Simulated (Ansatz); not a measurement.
**Worked example: the enthalpy of HCl + C2H4O2 → H2O + C2H3ClO**

Species: HCl (hydrogen chloride), singlet; C2H4O2 (acetic acid) `CC(=O)O`, singlet; H2O (water) `O`, singlet; C2H3ClO (acetyl chloride) `CC(=O)Cl`, singlet. The partners trade Cl for OH: H–Cl and C–OH bonds give way to H–OH and C–Cl.

Shapes, held fixed at every level: PBE0-D4/def2-TZVP. Flexible molecules stand in one conformer, not always the lowest. Programs: Ansatz 0.2.0. The zero-point and thermal terms to 298 K, harmonic and unscaled (PBE0-D4/def2-TZVP), stand in the table.

At CCSD(T)/CBS estimate; 1 Eh = 2625.50 kJ/mol:

```
species  energy (Eh)  H(298 K) − E (kJ/mol)  tabulated ΔfH (kJ/mol)
    HCl  -460.381270                   26.6                   -92.2
 C2H4O2  -228.875292                  177.3                  -432.2
    H2O   -76.379409                   66.4                  -241.8
C2H3ClO  -612.862926                  139.1                  -241.5
```

Problem. Work out the reaction enthalpy at 298 K from the calculation and from the table of heats.

Solution. 
1. Electronic: (-76.379409) + (-612.862926) − [(-460.381270) + (-228.875292)] = 0.014227 Eh = +37.4 kJ/mol.
2. Zero-point and thermal: (66.4) + (139.1) − [(26.6) + (177.3)] = +1.6 kJ/mol.
3. Computed ΔH = +39.0 kJ/mol.
4. From the heats of formation (Active Thermochemical Tables, CRC Handbook of Chemistry and Physics): (-241.8) + (-241.5) − [(-92.2) + (-432.2)] = +41.1 kJ/mol.
5. Computed less tabulated: -2.1 kJ/mol. Tabulated heats carry uncertainties of their own.

The CBS estimate extrapolates MP2 from def2-TZVPP and def2-QZVPP and adds CCSD(T) − MP2 in the triple-zeta set, cores frozen.
